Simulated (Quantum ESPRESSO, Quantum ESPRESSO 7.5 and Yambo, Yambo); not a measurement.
## GaP (F-43m): G0W0 with Yambo, start to end

How does a plane-wave GW calculation on GaP (F-43m) run from the first input to the gap?

Main program and level: Quantum ESPRESSO 7.5 and Yambo 5.3.0; PBE and many-body steps on it, plane waves.

**What was measured.**

- Gap 2.25 ± 0.04 eV: optical gap from Tauc plot (fundamental, indirect); spectroscopic ellipsometry, Tauc-Lorentz fit and Tauc plot; 300 K; film (GaP layer on Si reference sample) on Si (“Assessment of GaPSb/Si tandem material association properties for photoelectrochemical cells”, 2020, arxiv:2002.02774).

## 1. The starting structure

It takes space group F-43m (No. 216, cubic). Conventional cell: a = 5.450 Å, b = 5.450 Å, c = 5.450 Å, α = 90.00°, β = 90.00°, γ = 90.00°. Ga has 4 P at 2.36 Å nearest. P has 4 Ga at 2.36 Å nearest. Farther neighbours are not listed.

The cell and positions come from the Crystallography Open Database and are kept as given unless a step says otherwise.

## 2. Ground state

This step: Quantum ESPRESSO 7.5; DFT, PBE, plane waves, norm-conserving pseudopotentials.

The ground-state density comes first.

File pw.in:

```
&control
  calculation = 'scf'
  prefix = 'x'
  outdir = 'o'
  pseudo_dir = 'pseudo'
/
&system
  ibrav = 0
  nat = 2
  ntyp = 2
  ecutwfc = 104.0
  nbnd = 18
  force_symmorphic = .true.
/
&electrons
  conv_thr = 1e-10
  electron_maxstep = 80
  mixing_beta = 0.5
/
ATOMIC_SPECIES
  Ga 69.723 Ga.upf
  P 30.974 P.upf
CELL_PARAMETERS angstrom
  0.0000000000 2.7252500000 2.7252500000
  2.7252500000 0.0000000000 2.7252500000
  2.7252500000 2.7252500000 0.0000000000
ATOMIC_POSITIONS crystal
  Ga 0.0000000000 0.0000000000 0.0000000000
  P 0.2500000000 0.2500000000 0.2500000000
K_POINTS automatic
  6 6 6 0 0 0
```

The run is started by

```console
$ OMP_NUM_THREADS=1 mpirun -n 4 pw.x -nk 4 -in pw.in > pw.out
```

The log of the run:

```text
Program PWSCF v.7.5 starts

     This program is part of the open-source Quantum ESPRESSO suite
     for quantum simulation of materials; please cite
         "P. Giannozzi et al., J. Phys.:Condens. Matter 21 395502 (2009);
         "P. Giannozzi et al., J. Phys.:Condens. Matter 29 465901 (2017);
         "P. Giannozzi et al., J. Chem. Phys. 152 154105 (2020);
     in publications or presentations arising from this work. More details at
     Message from routine setup:
     using ibrav=0 with symmetry is DISCOURAGED, use correct ibrav instead

     G-vector sticks info

     bravais-lattice index     =            0
     lattice parameter (alat)  =       7.2832  a.u.
     unit-cell volume          =     273.1780 (a.u.)^3
     number of atoms/cell      =            2
     number of atomic types    =            2
     number of electrons       =        26.00
     number of Kohn-Sham states=           18
     kinetic-energy cutoff     =     104.0000  Ry
     charge density cutoff     =     416.0000  Ry
     scf convergence threshold =      1.0E-10
     mixing beta               =       0.5000
     number of iterations used =            8  plain     mixing
     Exchange-correlation= PBE
                           (   1   4   3   4   0   0   0)

     celldm(1)=   7.283166  celldm(2)=   0.000000  celldm(3)=   0.000000
     celldm(4)=   0.000000  celldm(5)=   0.000000  celldm(6)=   0.000000

     crystal axes: (cart. coord. in units of alat)
               a(1) = (   0.000000   0.707107   0.707107 )
               a(2) = (   0.707107   0.000000   0.707107 )
               a(3) = (   0.707107   0.707107   0.000000 )

     reciprocal axes: (cart. coord. in units 2 pi/alat)
               b(1) = ( -0.707107  0.707107  0.707107 )
               b(2) = (  0.707107 -0.707107  0.707107 )
               b(3) = (  0.707107  0.707107 -0.707107 )
     Pseudo is Norm-conserving + core correction, Zval = 21.0
     Generated using ONCVPSP code by D. R. Hamann
     Using radial grid of 1902 points,  6 beta functions with:
     Pseudo is Norm-conserving + core correction, Zval =  5.0
     Generated using ONCVPSP code by D. R. Hamann
     Using radial grid of 1298 points,  6 beta functions with:
     Ga               21.00    69.72300     Ga( 1.00)
     P                 5.00    30.97400     P ( 1.00)

     24 Sym. Ops. (no inversion) found

   Cartesian axes

     site n.     atom                  positions (alat units)
         1        Ga     tau(   1) = (   0.0000000   0.0000000   0.0000000  )
         2        P      tau(   2) = (   0.3535534   0.3535534   0.3535534  )

     number of k points=    16
                       cart. coord. in units 2pi/alat
        k(    1) = (   0.0000000   0.0000000   0.0000000), wk =   0.0092593
        k(    2) = (   0.1178511   0.1178511  -0.1178511), wk =   0.0740741
        k(    3) = (   0.2357023   0.2357023  -0.2357023), wk =   0.0740741
        k(    4) = (  -0.3535534  -0.3535534   0.3535534), wk =   0.0370370
        k(    5) = (   0.2357023   0.0000000  -0.0000000), wk =   0.0555556
        k(    6) = (   0.3535534   0.1178511  -0.1178511), wk =   0.2222222
        k(    7) = (  -0.2357023  -0.4714045   0.4714045), wk =   0.2222222
        k(    8) = (  -0.1178511  -0.3535534   0.3535534), wk =   0.2222222
        k(    9) = (   0.0000000  -0.2357023   0.2357023), wk =   0.1111111
        k(   10) = (   0.4714045   0.0000000  -0.0000000), wk =   0.0555556
     [... 4 further rows ...]
        k(   15) = (  -0.1178511  -0.3535534   0.5892557), wk =   0.2222222
        k(   16) = (  -0.7071068   0.2357023   0.0000000), wk =   0.1111111

     Dense  grid:    39189 G-vectors     FFT dimensions: (  48,  48,  48)

     Initial potential from superposition of free atoms

     starting charge      25.9972, renormalised to      26.0000
     Starting wfcs are   17 randomized atomic wfcs +    1 random wfcs

     per-process dynamical memory:    33.8 Mb

     Self-consistent Calculation

     iteration #  1     ecut=   104.00 Ry     beta= 0.50

     Threshold (ethr) on eigenvalues was too large:
     Diagonalizing with lowered threshold

     total energy              =    -510.55466090 Ry
     estimated scf accuracy    <       0.07627260 Ry

     iteration #  2     ecut=   104.00 Ry     beta= 0.50

     total energy              =    -510.56714681 Ry
     estimated scf accuracy    <       0.00763678 Ry

     iteration #  3     ecut=   104.00 Ry     beta= 0.50

     total energy              =    -510.56757512 Ry
     estimated scf accuracy    <       0.00140378 Ry

     iteration #  4     ecut=   104.00 Ry     beta= 0.50

     total energy              =    -510.56761405 Ry
     estimated scf accuracy    <       0.00002115 Ry

     iteration #  5     ecut=   104.00 Ry     beta= 0.50

     total energy              =    -510.56761898 Ry
     estimated scf accuracy    <       0.00000133 Ry

     iteration #  6     ecut=   104.00 Ry     beta= 0.50

     total energy              =    -510.56761937 Ry
     estimated scf accuracy    <       0.00000011 Ry

     iteration #  7     ecut=   104.00 Ry     beta= 0.50

     total energy              =    -510.56761939 Ry
     estimated scf accuracy    <       0.00000001 Ry

     iteration #  8     ecut=   104.00 Ry     beta= 0.50

     total energy              =    -510.56761940 Ry
     estimated scf accuracy    <          1.1E-09 Ry

     iteration #  9     ecut=   104.00 Ry     beta= 0.50

     total energy              =    -510.56761940 Ry
     estimated scf accuracy    <          1.7E-10 Ry

     iteration # 10     ecut=   104.00 Ry     beta= 0.50

     End of self-consistent calculation

          k = 0.0000 0.0000 0.0000 (  4909 PWs)   bands (ev):

  -135.1871 -85.9118 -85.9118 -85.9118  -6.3350  -6.3350  -6.3350  -6.2380
    -6.2380  -4.2883   8.2046   8.2046   8.2046  10.0222  12.0913  12.0913
    12.0913  17.0191

          k = 0.1179 0.1179-0.1179 (  4894 PWs)   bands (ev):

  -135.1871 -85.9119 -85.9119 -85.9117  -6.3581  -6.3272  -6.3272  -6.2375
    -6.2375  -3.9320   5.8169   7.8340   7.8340  10.6145  12.6393  12.6393
    13.2293  17.1338

          k = 0.2357 0.2357-0.2357 (  4879 PWs)   bands (ev):

  -135.1871 -85.9118 -85.9118 -85.9117  -6.3986  -6.3147  -6.3147  -6.2336
    -6.2336  -2.9849   2.9975   7.2984   7.2984  10.1008  13.0159  13.0159
    15.7999  17.8125

          k =-0.3536-0.3536 0.3536 (  4910 PWs)   bands (ev):

     [... further k-points ...]

     highest occupied, lowest unoccupied level (ev):     8.2046    9.8577

!    total energy              =    -510.56761940 Ry
     estimated scf accuracy    <          3.7E-12 Ry

     The total energy is the sum of the following terms:
     one-electron contribution =    -463.64771317 Ry
     hartree contribution      =     232.70753897 Ry
     xc contribution           =     -55.84463281 Ry
     ewald contribution        =    -223.78281239 Ry

     convergence has been achieved in  10 iterations

     XML data file, charge density, pseudopotentials, collected wavefunctions

=------------------------------------------------------------------------------=
   JOB DONE.
=------------------------------------------------------------------------------=
```

Run time: 6.5 s. Hardware: 4 MPI ranks of Arm Neoverse V2, shared host; peak memory 0.29 GiB; 26 s of CPU time.

This step gave:

```yaml
total_energy: -6946.6263 eV
gap: 1.653 eV
k_of_the_valence_top: 0, 0, 0
k_of_the_conduction_bottom: 0, -0.5, -0.5
least_direct_gap: 1.818 eV
```

The gap is indirect, with the least direct gap 0.16 eV higher.

## 3. Bands along the symmetry lines

The cheap functional maps the bands first; the places of the edges decide which points the dearer methods must see.

File pw.in:

```
&control
  calculation = 'bands'
  prefix = 'x'
  outdir = 'o'
  pseudo_dir = 'pseudo'
/
&system
  ibrav = 0
  nat = 2
  ntyp = 2
  ecutwfc = 104.0
  nbnd = 19
  force_symmorphic = .true.
/
&electrons
  conv_thr = 1e-9
  electron_maxstep = 80
  diago_full_acc = .true.
  diago_thr_init = 5e-6
/
ATOMIC_SPECIES
  Ga 69.723 Ga.upf
  P 30.974 P.upf
CELL_PARAMETERS angstrom
  0.0000000000 2.7252500000 2.7252500000
  2.7252500000 0.0000000000 2.7252500000
  2.7252500000 2.7252500000 0.0000000000
ATOMIC_POSITIONS crystal
  Ga 0.0000000000 0.0000000000 0.0000000000
  P 0.2500000000 0.2500000000 0.2500000000
K_POINTS crystal
  50
  0.00000000 0.00000000 0.00000000 1
  -0.06250000 -0.06250000 0.00000000 1
  -0.12500000 -0.12500000 0.00000000 1
  -0.18750000 -0.18750000 0.00000000 1
  -0.25000000 -0.25000000 0.00000000 1
  -0.31250000 -0.31250000 0.00000000 1
  -0.37500000 -0.37500000 0.00000000 1
  -0.43750000 -0.43750000 0.00000000 1
  -0.50000000 -0.50000000 0.00000000 1
  -0.48437500 -0.48437500 0.03125000 1
  -0.46875000 -0.46875000 0.06250000 1
  -0.45312500 -0.45312500 0.09375000 1
  -0.43750000 -0.43750000 0.12500000 1
  -0.42187500 -0.42187500 0.15625000 1
  -0.40625000 -0.40625000 0.18750000 1
  -0.39062500 -0.39062500 0.21875000 1
  -0.37500000 -0.37500000 0.25000000 1
  -0.37500000 0.00000000 0.37500000 1
  -0.32812500 0.00000000 0.32812500 1
  -0.28125000 0.00000000 0.28125000 1
  -0.23437500 0.00000000 0.23437500 1
  -0.18750000 0.00000000 0.18750000 1
  -0.14062500 0.00000000 0.14062500 1
  -0.09375000 0.00000000 0.09375000 1
  -0.04687500 0.00000000 0.04687500 1
  0.00000000 0.00000000 0.00000000 1
  0.00000000 0.00000000 0.06250000 1
  0.00000000 0.00000000 0.12500000 1
  0.00000000 0.00000000 0.18750000 1
  0.00000000 0.00000000 0.25000000 1
  0.00000000 0.00000000 0.31250000 1
  0.00000000 0.00000000 0.37500000 1
  0.00000000 0.00000000 0.43750000 1
  -0.00000000 -0.00000000 0.50000000 1
  -0.06250000 -0.03125000 0.46875000 1
  -0.12500000 -0.06250000 0.43750000 1
  -0.18750000 -0.09375000 0.40625000 1
  -0.25000000 -0.12500000 0.37500000 1
  -0.31250000 -0.15625000 0.34375000 1
  -0.37500000 -0.18750000 0.31250000 1
  -0.43750000 -0.21875000 0.28125000 1
  -0.50000000 -0.25000000 0.25000000 1
  -0.50000000 -0.28125000 0.21875000 1
  -0.50000000 -0.31250000 0.18750000 1
  -0.50000000 -0.34375000 0.15625000 1
  -0.50000000 -0.37500000 0.12500000 1
  -0.50000000 -0.40625000 0.09375000 1
  -0.50000000 -0.43750000 0.06250000 1
  -0.50000000 -0.46875000 0.03125000 1
  -0.50000000 -0.50000000 0.00000000 1
```

The log of the run:

```text
[banner, memory and clock lines left out]
Program PWSCF v.7.5 starts

     Atomic positions and unit cell read from directory:
     o/x.save/

     Message from routine setup:
     using ibrav=0 with symmetry is DISCOURAGED, use correct ibrav instead

     G-vector sticks info

     bravais-lattice index     =            0
     lattice parameter (alat)  =       7.2832  a.u.
     unit-cell volume          =     273.1780 (a.u.)^3
     number of atoms/cell      =            2
     number of atomic types    =            2
     number of electrons       =        26.00
     number of Kohn-Sham states=           19
     kinetic-energy cutoff     =     104.0000  Ry
     charge density cutoff     =     416.0000  Ry
     Exchange-correlation= PBE
                           (   1   4   3   4   0   0   0)

     celldm(1)=   7.283166  celldm(2)=   0.000000  celldm(3)=   0.000000
     celldm(4)=   0.000000  celldm(5)=   0.000000  celldm(6)=   0.000000

     crystal axes: (cart. coord. in units of alat)
               a(1) = (   0.000000   0.707107   0.707107 )
               a(2) = (   0.707107   0.000000   0.707107 )
               a(3) = (   0.707107   0.707107   0.000000 )

     reciprocal axes: (cart. coord. in units 2 pi/alat)
               b(1) = ( -0.707107  0.707107  0.707107 )
               b(2) = (  0.707107 -0.707107  0.707107 )
               b(3) = (  0.707107  0.707107 -0.707107 )
     Pseudo is Norm-conserving + core correction, Zval = 21.0
     Generated using ONCVPSP code by D. R. Hamann
     Using radial grid of 1902 points,  6 beta functions with:
     Pseudo is Norm-conserving + core correction, Zval =  5.0
     Generated using ONCVPSP code by D. R. Hamann
     Using radial grid of 1298 points,  6 beta functions with:
     Ga               21.00    69.72300     Ga( 1.00)
     P                 5.00    30.97400     P ( 1.00)

     24 Sym. Ops. (no inversion) found

   Cartesian axes

     site n.     atom                  positions (alat units)
         1        Ga     tau(   1) = (   0.0000000   0.0000000   0.0000000  )
         2        P      tau(   2) = (   0.3535534   0.3535534   0.3535534  )

     number of k points=    50
                       cart. coord. in units 2pi/alat
        k(    1) = (   0.0000000   0.0000000   0.0000000), wk =   0.0400000
        k(    2) = (   0.0000000   0.0000000  -0.0883883), wk =   0.0400000
        k(    3) = (   0.0000000   0.0000000  -0.1767767), wk =   0.0400000
[...]
[... 38 further rows ...]
        k(   49) = (   0.0441942  -0.0000000  -0.7071068), wk =   0.0400000
        k(   50) = (   0.0000000   0.0000000  -0.7071068), wk =   0.0400000

     Dense  grid:    39189 G-vectors     FFT dimensions: (  48,  48,  48)

     The potential is recalculated from file :
     o/x.save/charge-density

     Starting wfcs are   17 randomized atomic wfcs +    2 random wfcs

     Band Structure Calculation

     End of band structure calculation

          k = 0.0000 0.0000 0.0000 (  4909 PWs)   bands (ev):

  -135.1871 -85.9119 -85.9119 -85.9119  -6.3350  -6.3350  -6.3350  -6.2380
    -6.2380  -4.2883   8.2046   8.2046   8.2046  10.0222  12.0913  12.0913
    12.0913  17.0191  17.9322

          k = 0.0000 0.0000-0.0884 (  4925 PWs)   bands (ev):

  -135.1871 -85.9120 -85.9120 -85.9119  -6.3414  -6.3328  -6.3328  -6.2389
[...]
12.3582  17.2971  17.4002

          k = 0.0000 0.0000-0.1768 (  4897 PWs)   bands (ev):

[...]
13.0343  16.2945  18.1743

          k =-0.0000 0.0000-0.2652 (  4905 PWs)   bands (ev):

[...]
k = 0.0000 0.0000-0.3536 (  4865 PWs)   bands (ev):

[...]
k = 0.0000-0.0000-0.4419 (  4897 PWs)   bands (ev):

[...]
k =-0.0000 0.0000-0.5303 (  4884 PWs)   bands (ev):

[...]
k = 0.0000-0.0000-0.6187 (  4888 PWs)   bands (ev):

[...]
k = 0.5303-0.0000-0.5303 (  4914 PWs)   bands (ev):

[...]
k = 0.0000 0.0000 0.0000 (  4909 PWs)   bands (ev):

[...]
k = 0.1326 0.0000-0.7071 (  4894 PWs)   bands (ev):

[...]
k = 0.0884-0.0000-0.7071 (  4884 PWs)   bands (ev):

[...]
k = 0.0442-0.0000-0.7071 (  4886 PWs)   bands (ev):

[...]
18.6220  19.4728  20.3724

          k = 0.0000 0.0000-0.7071 (  4880 PWs)   bands (ev):

  -135.1871 -85.9118 -85.9118 -85.9118  -6.4532  -6.2736  -6.2693  -6.2693
    -6.2157  -1.3230   1.4502   5.5220   5.5221   9.8577  10.0292  18.7819
    18.7820  19.3886  21.1020

     XML data file, pseudopotentials, collected wavefunctions
```

It took 5.1 s on 4 MPI ranks; peak memory 0.25 GiB.

This step gave:

```yaml
gap: 1.594 eV
k_of_the_valence_top: 0, 0, 0
k_of_the_conduction_bottom: -0.4375, -0.4375, 0
least_direct_gap: 1.818 eV
```

The gap is 1.594 eV, −0.059 eV from the run before at this level.

Electronic bands along the path, in eV, zero at the top of the highest filled band:

| point | band 10 | band 11 | band 12 | band 13 | band 14 | band 15 | band 16 | band 17 |
| --- | --- | --- | --- | --- | --- | --- | --- | --- |
| Γ | -12.49 | 0.00 | 0.00 | 0.00 | 1.82 | 3.89 | 3.89 | 3.89 |
| halfway | -11.46 | -3.67 | -1.68 | -1.68 | 2.18 | 3.72 | 6.74 | 6.74 |
| X | -9.53 | -6.75 | -2.68 | -2.68 | 1.65 | 1.82 | 10.58 | 10.58 |
| halfway | -9.51 | -6.70 | -3.24 | -2.57 | 1.85 | 2.75 | 9.52 | 9.66 |
| U | -9.56 | -6.55 | -3.94 | -2.25 | 2.19 | 4.80 | 8.23 | 8.26 |
| jump to K | -9.56 | -6.55 | -3.94 | -2.25 | 2.19 | 4.80 | 8.23 | 8.26 |
| halfway | -11.35 | -4.24 | -2.44 | -0.66 | 3.29 | 4.99 | 5.00 | 5.87 |
| Γ | -12.49 | 0.00 | 0.00 | 0.00 | 1.82 | 3.89 | 3.89 | 3.89 |
| halfway | -11.72 | -3.88 | -0.66 | -0.66 | 2.15 | 4.74 | 4.74 | 6.34 |
| L | -10.43 | -6.63 | -1.12 | -1.12 | 1.67 | 4.72 | 4.72 | 8.28 |
| halfway | -10.02 | -6.42 | -3.19 | -1.93 | 3.45 | 4.30 | 6.45 | 7.91 |
| W | -9.44 | -6.55 | -3.57 | -3.42 | 4.70 | 4.86 | 6.10 | 6.15 |
| halfway | -9.48 | -6.66 | -3.16 | -3.09 | 2.77 | 2.94 | 8.49 | 8.58 |
| X | -9.53 | -6.75 | -2.68 | -2.68 | 1.65 | 1.82 | 10.58 | 10.58 |

The electronic bands as a text plot (rows in eV, shown from -8.0 to 7.5 only):

```
    7.2 |    +             +                 ++         +   +
    6.5 |     ++            ++              +         ++ + +
    5.9 |    +             ++++++++                  +  +++
    5.2 |                       +  ++      +        +    +
    4.6 |  ++            ++      ++      +++++++++++++++++++
    3.9 |++  +++                   ++++++++            ++   +
    3.3 |  ++   ++      +     +++++                  ++
    2.6 | +  +    +    +   +++     ++    +++        +        ++
    2.0 |+    ++++ ++++++++          ++++   +++++ ++          +++
    1.4 |         ++++                           +
    0.7 |
    0.1 |**                        ********
   -0.6 | ***                   ******  *  ****
   -1.2 |    *              ****               ******
   -1.9 |  ** ****         *     ****    **         ***
   -2.5 |    *    *********     *          *         * **      **
   -3.2 |             ***     ** **                   *  ******
   -3.8 |     **         *****              *          *****
   -4.5 |       **              *
   -5.1 |                     **             **
   -5.7 |         *         **                 *
   -6.4 |          **  *****                    ***************
   -7.0 |            **                                        **
   -7.7 |
         Γ           X  U|K            Γ         L        W     X
```

[end of part 1 of 3]

[Paths, hosts, dates, memory and timing lines, banners, echoed tables and standing remarks are left out of the program output.]

[Logs are printed without paths, hosts, clocks, repeated set-up lines and the standing remarks that a program may print on its own settings, such as how far it seeks lower states.]

[Runs of the session that timed out or met a known fault of the program may be left out.]

[Hosts, paths, dates, database ids (printed as entryN), source tags and the programs' standing remarks are cut or masked in the printed files.]
